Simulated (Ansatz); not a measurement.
Clean, relaxed (100) surface of AlN, space group P6_3mc (No. 186) (top face towards +c; atoms held fixed, by place in the list: 1, 2, 3, 4, 5, 6):

```yaml
crystal:
  lattice:
    - [3.10667, 0.00000, 0.00000]
    - [0.00000, 4.97840, 0.00000]
    - [0.00000, 0.00000, 23.27772]
  atoms:
    - { symbol: Al, position: [0.00000, 0.99831, 0.36516] }
    - { symbol: N, position: [0.00000, 0.61669, 0.36516] }
    - { symbol: Al, position: [0.50000, 0.49831, 0.40368] }
    - { symbol: N, position: [0.50000, 0.11669, 0.40368] }
    - { symbol: Al, position: [0.50000, 0.99831, 0.48074] }
    - { symbol: N, position: [0.50000, 0.61669, 0.48074] }
    - { symbol: Al, position: [0.00000, 0.49635, 0.51698] }
    - { symbol: N, position: [0.00000, 0.11665, 0.51788] }
    - { symbol: Al, position: [0.00000, 0.00375, 0.59893] }
    - { symbol: N, position: [0.00000, 0.62230, 0.59622] }
    - { symbol: Al, position: [0.50000, 0.47308, 0.62320] }
    - { symbol: N, position: [0.50000, 0.12170, 0.63148] }
```

Method: DFT r2SCAN, scalar-relativistic, plane waves, PAW (Ansatz). Cutoff 500 eV; k points 9×6×1 on the computed 12-atom cell (Γ-centred); Gaussian smearing, width 0.05 eV; no spin polarisation. A dipole correction removes the field between periodic images along c.

With the adsorbate the run is spin-polarised, so any moments that the slab's own atoms take up count into E_ads.

N (atom) is adsorbed on the top face, one adsorbate per 15.5 Å², and relaxed from 2 starting sites (fractions of a and b). E_ads counts from the clean slab and the free adsorbate (spin-polarised where it has unpaired electrons); negative means bound. Heights count from the highest slab atom after relaxation. Δp counts per cell along +c. Bonded neighbours lie within 1.25 times the sum of covalent radii (1.35 for H) and, on that scale, within 12 % of the closest. With the adsorbate the cell is lengthened along c to keep the vacuum.

```json
{"start": "top (N) at (0.50, 0.12)", "ends at": "(0.50, 0.25), 2 bonded neighbours (Al and N)", "E_ads (eV)": "-2.16", "height (Å)": "1.30", "shortest contact": "N–N 1.49 Å", "Δp (e·Å)": "-0.239"}
{"start": "hollow (Al-N-Al) at (0.83, 0.37)", "ends at": "(0.00, 0.54), 2 bonded neighbours (Al), largest slab move 0.5 Å", "E_ads (eV)": "-0.93", "height (Å)": "1.21", "shortest contact": "N–Al 1.97 Å", "Δp (e·Å)": "-0.101"}
```

Among the sites tried, the lowest end comes from the top (N) at (0.50, 0.12) start; other sites may lie lower.

Each end is the local minimum or symmetric point that its start leads to. The slab is only 6.3 Å thick, so the energies aren't converged with thickness.

The ends differ in their magnetic moment (1.0, 3.0 μB a cell), so part of the order can come from the spin state that each run reached.

The state reached may not be the lowest one. Semilocal functionals without U can misjudge the magnetic state of such a slab.